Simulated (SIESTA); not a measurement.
BAs: equation of state with PBEsol

**The experiment to reproduce.**

From “Basic Physical Properties of Cubic Boron Arsenide”, 2019, arxiv:1911.11281, for a bulk crystal of BAs: bulk modulus 148 GPa.

The system is BAs.

```
As B
1.0
     0.00000    2.38850    2.38850
     2.38850    0.00000    2.38850
     2.38850    2.38850    0.00000
As B
1 1
Direct
  0.75000 0.75000 0.75000
  0.00000 0.00000 0.00000
```

```json
{"Program": "SIESTA 5.4.2", "Task": "equation of state", "Functional": "PBEsol", "Potentials or basis": "PseudoDojo 0.4 standard (PBEsol files)", "Basis": "DZP (energy shift 0.003 Ry; two zetas on semicore shells)", "Grid cutoff": "500 Ry", "Energy shift": "0.003 Ry", "k mesh": "10 × 10 × 10", "Occupations": "fermi-dirac, width 0.05 eV", "Spin": "no spin polarisation"}
```

| Property | Result |
| --- | --- |
| Equilibrium volume | 13.78 Å³/atom |
| Bulk modulus | 128 GPa |
| Pressure derivative of the bulk modulus | 4.5 |

Energy against volume, from the lowest point:
| volume (Å³/atom) | energy (meV/atom) |
| --- | --- |
| 12.809 | 31.09 |
| 13.081 | 15.36 |
| 13.354 | 5.28 |
| 13.626 | 0.30 |
| 13.899 | 0.00 |
| 14.171 | 3.68 |
| 14.444 | 11.12 |

All runs of the series together: 4.7 min on 1 thread of Arm Neoverse V2, on a shared host.

Against the measured bulk modulus of BAs, 148 GPa (quoted in “Basic Physical Properties of Cubic Boron Arsenide”, 2019, arxiv:1911.11281), the calculated 128 GPa is off by -13.7 %. The fit is for a static lattice scaled at fixed shape and fixed fractional positions.

Caveat: the basis of atomic orbitals isn't converged, which shifts pressures, moduli and gaps.
